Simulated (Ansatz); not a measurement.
**Ideal shear of a crystal plane in C**

The calculation used Ansatz 0.2.0, DFT r2SCAN, scalar-relativistic, plane waves, PAW. Cutoff 500 eV, Γ-centred 10×10×2 k-points, Gaussian smearing of 0.05 eV. No spin polarisation. Energies are free energies at this smearing, counted from the undisturbed cell; pressure is positive in compression.

Zero of the scan (relaxed at this level):

```
C
1.0
    -2.50319    0.00000    0.00000
    -1.25160   -2.16783    0.00000
     0.00000    0.00000   12.50665
C
12
Direct
  0.33333 0.33333 0.93756
  0.33333 0.33333 0.27089
  0.33333 0.33333 0.60423
  0.66667 0.66667 0.10423
  0.66667 0.66667 0.43756
  0.66667 0.66667 0.77089
  0.33333 0.33333 0.06241
  0.33333 0.33333 0.39574
  0.33333 0.33333 0.72907
  0.66667 0.66667 0.22907
  0.66667 0.66667 0.56241
  0.66667 0.66667 0.89574
```

The cut lies on the cell's a–b face, a (0 0 1) plane (indices in the standard cell, whose axes needn't be the Cartesian ones shown) of area 5.43 Å², between layers 1.56 Å apart. Vector c is tilted by f times 1·a + 1·b (length 4.336 Å) with the atoms' Cartesian places fixed: one unrelaxed fault a cell. The traction is dγ/du, the slope of γ against the slip u in Å. Some rows repeat others by symmetry and weren't run.

| f | γ (mJ/m²) | traction (GPa) |
| --- | --- | --- |
| 0.0000 | 0 | 0.0 |
| 0.0833 | 1520 | 83.9 |
| 0.1667 | 5902 | 152.6 |
| 0.2500 | 11758 | 152.7 |
| 0.3333 | 14507 | -0.2 |
| 0.4167 | 13677 | -28.4 |
| 0.5000 | 13144 | 0.0 |
| 0.5833 | 13677 | 28.4 |
| 0.6667 | 14507 | 0.2 |
| 0.7500 | 11758 | -152.7 |
| 0.8333 | 5902 | -152.6 |
| 0.9167 | 1520 | -83.9 |

Task: Read off the first barrier and the stress needed to climb it, and compare with Frenkel's sinusoid.

Result: The first sampled maximum lies at f = 0.333, a slip of 1.45 Å, with γ ≈ 14507 mJ/m², which stands in for the unstable fault energy γ_us, and the steepest sampled slope before it is 152.7 GPa. A sinusoid γ = γ_us sin²(πu/λ) with its maximum there has λ = 2.89 Å and a largest slope πγ_us/λ = 157.7 GPa (1 mJ/m² per Å = 0.01 GPa). The stand-in is too high: a rotation axis of order three or more passes through this point, so the curvature is the same in every direction of the plane and the point is a peak of the γ-surface, which slip goes round.

Task: Is there a metastable fault on this line?

Result: The samples dip to a local minimum of 13144 mJ/m² at f = 0.500. It lies off the rotation axes, between two maxima that lie on them, so it is most likely the pass between two peaks of the γ-surface: a saddle for slip across the line, a better estimate of γ_us, and no metastable fault.

The cut is rigid; relaxing the faces lowers these energies and usually the stresses.

The gap closes along the scan, which can put kinks into the curve.

Cost: 7 runs of about 3.1 core-minutes in all, on AMD EPYC 7R43 (Zen 3) (shared hosts).